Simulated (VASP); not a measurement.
Crystal: Hf.

```
Hf
1.0
    -2.64036    3.10102    3.11399
     2.64036   -3.10102    3.11399
     2.64036    3.10102   -3.11399
Hf
4
Direct
  0.66667 0.68358 0.35025
  0.33333 0.68358 0.01691
  0.33333 0.31642 0.64975
  0.66667 0.31642 0.98309
```

The cell was built by a generator and needn't be a form met in nature.

The cell isn't the ideal one: random cell with space group Immm (No. 71).

| Property | Result |
| --- | --- |
| Program | VASP 6.6.1 |
| Task | relaxation of cell and atoms |
| Functional | PBE |
| Potentials or basis | VASP PAW PBE potentials, release 64 (Hf_pv) |
| Cutoff | 600 eV |
| k mesh | 4 × 4 × 4 |
| Occupations | gaussian, width 0.1 eV |
| Spin | no spin polarisation |

At the start: pressure 53.6 GPa; volume 25.50 Å³/atom.

Where does the relaxation end?

Over 23 steps the energy falls by 4519.4 meV/atom and the volume is 25.02 Å³/atom (-1.9 %); space group Pm-3m (No. 221, to 0.05 Å).

Step by step:
```
step  energy change (eV)  largest force (eV/Å)  pressure (GPa)  volume (Å³)
   1              0.0000               21.3449           53.58       101.99
   2             -7.1826                0.2131           -5.87       260.16
   3             -7.6636                0.2482           -6.13       247.88
   4             -8.2348                0.3309           -6.58       235.48
   5            -13.2020                0.8525          -11.25       162.81
   6            -16.0134                0.9997           -9.49       130.84
   7            -16.0844                2.5484           -2.09       116.02
   8            -16.2938                1.4592           -6.67       123.50
   9            -16.3630                1.6436           -5.94       121.72
  10            -17.1998                1.1524           -1.29       106.97
  11            -17.2599                0.9755            1.56       102.44
  12            -17.6596                0.7470            1.64        99.23
  13            -17.7973                0.6794            2.66        96.84
  14            -17.6446                0.7525            7.29        91.78
  15            -17.8184                0.4723            3.49        95.52
  16            -18.0341                0.4930           -1.04       101.48
  17            -18.0442                0.3155           -0.34       100.42
  18            -18.0443                0.3370           -0.43       100.55
  19            -18.0757                0.1079            0.25        99.57
  20            -18.0759                0.0831            0.32        99.47
  21            -18.0775                0.0043           -0.21       100.20
  22            -18.0776                0.0152           -0.17       100.10
  23            -18.0776                0.0174           -0.14       100.08
```

Final structure:
```yaml
crystal:
  lattice:
    - [-2.91591, 2.92813, 2.93029]
    - [2.91591, -2.92813, 2.93029]
    - [2.91591, 2.92813, -2.93029]
  atoms:
    - { symbol: Hf, position: [0.75019, 0.74998, 0.50017] }
    - { symbol: Hf, position: [0.24981, 0.74998, 0.99979] }
    - { symbol: Hf, position: [0.24981, 0.25002, 0.49983] }
    - { symbol: Hf, position: [0.75019, 0.25002, 0.00021] }
```

Caveat: the k mesh is coarse (spacing up to 0.39 Å⁻¹), so the values aren't converged.
